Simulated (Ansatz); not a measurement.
# Eu: from a first guess to the relaxed fcc type

First guess:

```xyz
1
Lattice="0.0000 2.5477 2.5477 2.5477 0.0000 2.5477 2.5477 2.5477 0.0000" Properties=species:S:1:pos:R:3 pbc="T T T"
Eu    0.0000    0.0000    0.0000
```

Computed with DFT, PBE, PAW with Ansatz's default frozen-core files, scalar-relativistic (Ansatz 0.2.0).

Cell and atoms relax within the symmetry of the start on a 12×12×12 k mesh with 0.03 eV Fermi–Dirac smearing, from parallel moments.

The start is built from a prototype, known or not as a phase of this compound; the cutoff is 420 eV.

Where the f shell is localised, expect the real compound to differ from this run without U.

Spin–orbit coupling is left out, though it moves levels of the heavy atoms by tenths of an eV or more.

The magnetic state is the one reached from parallel moments; other orders may lie lower.

Question: What is the pressure of the first guess?

Answer: 5.16 GPa.

Question: What does it relax to?

Answer: a = 5.484 Å, b = 5.484 Å, c = 5.484 Å, α = 90.00°, β = 90.00°, γ = 90.00° (conventional cell), 41.22 Å³ per atom:
```xyz
1
Lattice="0.0000 2.7418 2.7418 2.7418 0.0000 2.7418 2.7418 2.7418 0.0000" Properties=species:S:1:pos:R:3 pbc="T T T"
Eu    0.0000    0.0000    0.0000
```

Question: How much energy does the relaxation release?

Answer: 113 meV/atom.

Question: What moment does the relaxed primitive cell (1 atom) carry?

Answer: 7.56 μB.
